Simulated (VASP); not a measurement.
# ZrB2 (P6/mmm) in VASP: relaxation of cell and atoms with r2SCAN

Aim: the relaxation of cell and atoms of ZrB2 with r2SCAN.

All numbers are computed with VASP 6.6.1; they aren't measurements. Logs are shortened: lines on timing, memory, paths and dates and some standing lists are left out, and cuts for length are marked.

## (1) The structure

It takes space group P6/mmm (No. 191, hexagonal). The conventional cell has a = 3.170 Å, b = 3.170 Å, c = 3.533 Å, α = 90.00°, β = 90.00°, γ = 120.00°. Zr (site symmetry 6/mmm) is surrounded by 12 B at 2.54 Å. B (site symmetry -6m2) has 3 B at 1.83 Å as nearest neighbours.

## (2) Relaxation of cell and atoms, r2SCAN

Input file INCAR:

```
SYSTEM = ZrB2
PREC = Accurate
ENCUT = 600
EDIFF = 1E-7
ISMEAR = 0
SIGMA = 0.1
LREAL = .FALSE.
LASPH = .TRUE.
NELM = 80
ALGO = Normal
ISIF = 3
LWAVE = .FALSE.
LCHARG = .FALSE.
METAGGA = R2SCAN
LMIXTAU = .TRUE.
IBRION = 2
NSW = 80
EDIFFG = -0.004
```

Input file KPOINTS:

```
Automatic mesh
0
G
  15 15 12
  0 0 0
```

Input file POSCAR:

```
ZrB2
1.0
    3.1700000000      0.0000000000      0.0000000000
   -1.5850000000      2.7453005300      0.0000000000
    0.0000000000      0.0000000000      3.5330000000
Zr B
1 2
Direct
    0.0000000000      0.0000000000      0.0000000000
    0.3333333300      0.6666666700      0.5000000000
    0.6666666700      0.3333333300      0.5000000000
```

Potentials or basis: VASP PAW PBE potentials, release 64 (Zr_sv, B).

The run is started by

```sh
cat potpaw_PBE.64/Zr_sv/POTCAR potpaw_PBE.64/B/POTCAR > POTCAR
mpirun -np 1 vasp_std > vasp.out
```

OUTCAR:

```text
SYSTEM = ZrB2
   PREC = Accurate
   ENCUT = 600
   EDIFF = 1E-7
   ISMEAR = 0
   LREAL = .FALSE.
   LASPH = .TRUE.
   NELM = 80
   ISIF = 3
   METAGGA = R2SCAN
   IBRION = 2
   NSW = 80
   EDIFFG = -0.004

 ion  position               nearest neighbor table
   1  0.000  0.000  0.000-   2 2.54   3 2.54   2 2.54   3 2.54   3 2.54   3 2.54   2 2.54   2 2.54
                             3 2.54   3 2.54   2 2.54   2 2.54
   2  0.333  0.667  0.500-   3 1.83   3 1.83   3 1.83   1 2.54   1 2.54   1 2.54   1 2.54   1 2.54
                             1 2.54
   3  0.667  0.333  0.500-   2 1.83   2 1.83   2 1.83   1 2.54   1 2.54   1 2.54   1 2.54   1 2.54
                             1 2.54

  LATTYP: Found a hexagonal cell.
 ALAT       =     3.1700000000
 C/A-ratio  =     1.1145110410

  Lattice vectors:

 A1 = (   3.1700000000,   0.0000000000,   0.0000000000)
 A2 = (  -1.5850000000,   2.7453005300,   0.0000000000)
 A3 = (   0.0000000000,   0.0000000000,   3.5330000000)

Analysis of symmetry for initial positions (statically):
=====================================================================
 Subroutine PRICEL returns:
 Original cell was already a primitive cell.

 Routine SETGRP: Setting up the symmetry group for a
 hexagonal supercell.

 Subroutine GETGRP returns: Found 24 space group operations
 (whereof 24 operations were pure point group operations)
 out of a pool of 24 trial point group operations.

The static configuration has the point symmetry D_6h.

Analysis of symmetry for dynamics (positions and initial velocities):
=====================================================================
 Subroutine PRICEL returns:
 Original cell was already a primitive cell.

 Routine SETGRP: Setting up the symmetry group for a
 hexagonal supercell.

 Subroutine GETGRP returns: Found 24 space group operations
 (whereof 24 operations were pure point group operations)
 out of a pool of 24 trial point group operations.

The dynamic configuration has the point symmetry D_6h.

 Subroutine INISYM returns: Found 24 space group operations
 (whereof 24 operations are pure point group operations),
 and found     1 'primitive' translations

----------------------------------------------------------------------------------------

                                     Primitive cell

  volume of cell :      30.7463

  direct lattice vectors                    reciprocal lattice vectors
[... 113 lines left out ...]
   LORBIT       =      0    0 simple, 1 ext, 2 COOP (PROOUT), +10 PAW based schemes
   METAGGA = R2SCAN    functional components
   LHFCALC =     F    Hartree Fock is set to
   AEXX    =    0.0000 exact exchange contribution
   IVDW    =     0    specifies the selected vdW correction
   LEPSILON=     F    determine dielectric tensor
   LRPA    =     F    only Hartree local field effects (RPA)
 conjugate gradient relaxation of ions
 non-spin polarized calculation
 Gauss-broadening in eV      SIGMA  =   0.10
  energy-cutoff  :      600.00
  volume of cell :       30.75
 maximum number of plane-waves:      1052
 NGX is ok and might be reduce to    28
   NGX = 13   NGY = 13   NGZ = 15

--------------------------------------- Ionic step        1  -------------------------------------------

 number of electron      18.0000000 magnetization

 Free energy of the ion-electron system (eV)
  ---------------------------------------------------
  ext. energy  EPLUGINS =         0.00000000
  ---------------------------------------------------
  free energy    TOTEN  =       -40.63749582 eV

  energy without entropy =      -40.63648507  energy(sigma->0) =      -40.63699045

------------------------ aborting loop because EDIFF is reached ----------------------------------------

  FORCE on cell =-STRESS in cart. coord.  units (eV):
  Direction    XX          YY          ZZ          XY          YZ          ZX
  --------------------------------------------------------------------------------------
  -------------------------------------------------------------------------------------
  Total        0.0303555      0.0303555      0.4241250      0.0000000      0.0000000      0.0000000
  in kB        1.5818131      1.5818131     22.1009869      0.0000000      0.0000000      0.0000000
  external PRESSURE =       8.4215377 kB  Pullay stress =       0.0000000 kB
[... 135 lines left out ...]
--------------------------------------- Ionic step        5  -------------------------------------------

 number of electron      18.0000000 magnetization

 Free energy of the ion-electron system (eV)
  ---------------------------------------------------
  ext. energy  EPLUGINS =         0.00000000
  ---------------------------------------------------
  free energy    TOTEN  =       -40.63861313 eV

  energy without entropy =      -40.63762969  energy(sigma->0) =      -40.63812141

 E-fermi :  10.6017     XC(G=0): -13.3535

 val. band max:       10.5991590828   @ k =   0.0667   0.0667   0.4167
 cond. band min:      10.6497308963   @ k =   0.1333   0.1333   0.2500
 fundamental gap:      0.0505718135
 Fermi energy:        10.6017294369

 k-point     1 :       0.0000    0.0000    0.0000
  band No.  band energies     occupation
      1     -39.8273      2.00000
      2     -17.3243      2.00000
      3     -16.7420      2.00000
      4     -16.7420      2.00000
      5      -3.0268      2.00000
      6       7.8677      2.00000
      7       7.8677      2.00000
      8       7.9178      2.00000
      9       7.9400      2.00000
     10      14.2005      0.00000
     11      14.2005      0.00000
     12      14.9665      0.00000
     13      14.9665      0.00000
[... 354 lines left out ...]
  band No.  band energies     occupation
      1     -39.6919      2.00000
      2     -17.6130      2.00000
      3     -17.1889      2.00000
      4     -17.1229      2.00000
      5       1.6579      2.00000
      6       1.7008      2.00000
      7       4.7284      2.00000
      8       6.9923      2.00000
      9       9.5049      2.00000
     10      10.3581      1.99943
     11      13.4286      0.00000
     12      14.9891      0.00000
     13      17.2674      0.00000

 [... further k-points ...]

------------------------ aborting loop because EDIFF is reached ----------------------------------------

  FORCE on cell =-STRESS in cart. coord.  units (eV):
  Direction    XX          YY          ZZ          XY          YZ          ZX
  --------------------------------------------------------------------------------------
  -------------------------------------------------------------------------------------
  Total        0.0010630      0.0010630      0.0001587      0.0000000     -0.0000000      0.0000000
  in kB        0.0551822      0.0551822      0.0082398      0.0000000     -0.0000000      0.0000000
  external PRESSURE =       0.0395348 kB  Pullay stress =       0.0000000 kB
[... 18 lines left out ...]
  FREE ENERGIE OF THE ION-ELECTRON SYSTEM (eV)
  ---------------------------------------------------
  free  energy   TOTEN  =       -40.6386131345 eV

  energy  without entropy=      -40.6376296917  energy(sigma->0) =      -40.63812141

 reached required accuracy - stopping structural energy minimisation
```

OSZICAR:

```text
N       E                     dE             d eps       ncg     rms          rms(c)
DAV:   1     0.106241918688E+03    0.10624E+03   -0.11002E+04  4914   0.158E+03
[... 60 lines left out ...]
DAV:   2    -0.406386178240E+02    0.63373E-04   -0.22827E-04  5699   0.160E-01    0.278E-02
DAV:   3    -0.406386133868E+02    0.44372E-05   -0.67858E-05  7480   0.787E-02    0.175E-02
DAV:   4    -0.406386087328E+02    0.46540E-05   -0.11351E-05  5914   0.377E-02    0.498E-03
DAV:   5    -0.406386112679E+02   -0.25351E-05   -0.14277E-05  5609   0.427E-02    0.308E-03
DAV:   6    -0.406386124046E+02   -0.11367E-05   -0.74368E-06  5234   0.300E-02    0.236E-03
DAV:   7    -0.406386131508E+02   -0.74621E-06   -0.16464E-06  5109   0.139E-02    0.112E-03
DAV:   8    -0.406386131345E+02    0.16319E-07   -0.34127E-08  2797   0.184E-03
   5 F= -.40638613E+02 E0= -.40638121E+02  d E =-.139442E-03
```

Run time: 9.9 min. Hardware: 1 thread of Intel Xeon 6975P-C (Granite Rapids), shared host; peak memory 0.25 GiB.

What came out:

- Free energy: -40.6386 eV
- Relaxed volume: 10.29 Å³/atom
- Relaxed cell: a = 3.167 Å, b = 3.167 Å, c = 3.552 Å, α = 90.00°, β = 90.00°, γ = 120.00°
- Space group after relaxing (to 0.05 Å): P6/mmm (No. 191)
- Energy gained by relaxing: 0.4 meV/atom
- Ionic steps: 5
- Pressure after relaxing: 0.0 GPa
- Band gap on the k mesh: none (metal or under the smearing width)

Step by step:
| step | energy change (eV) | largest force (eV/Å) | pressure (GPa) | volume (Å³) |
| --- | --- | --- | --- | --- |
| 1 | 0.0000 | 0.0000 | 0.84 | 30.75 |
| 2 | -0.0007 | 0.0000 | -0.96 | 30.99 |
| 3 | -0.0010 | 0.0000 | -0.37 | 30.91 |
| 4 | -0.0011 | 0.0000 | 0.19 | 30.84 |
| 5 | -0.0011 | 0.0000 | 0.00 | 30.86 |

Final structure:
```xyz
3
Lattice="3.1675 0.0000 0.0000 -1.5837 2.7431 0.0000 0.0000 0.0000 3.5521" Properties=species:S:1:pos:R:3 pbc="T T T"
Zr    0.0000    0.0000    0.0000
B     0.0000    1.8287    1.7760
B     1.5837    0.9144    1.7760
```

Levels at points of the mesh, in eV from the Fermi level:
```csv
k point,band 7,band 8,band 9,band 10,band 11,band 12
"(0.00, 0.00, 0.00)",-2.73,-2.68,-2.66,3.60,3.60,4.36
"(0.00, 0.00, 0.50)",-1.03,-1.03,0.42,0.42,0.85,0.85
```

Caveat: the PAW data sets were made with another functional, which shifts forces and pressure a little. Zero-point motion and thermal expansion aren't in these numbers.
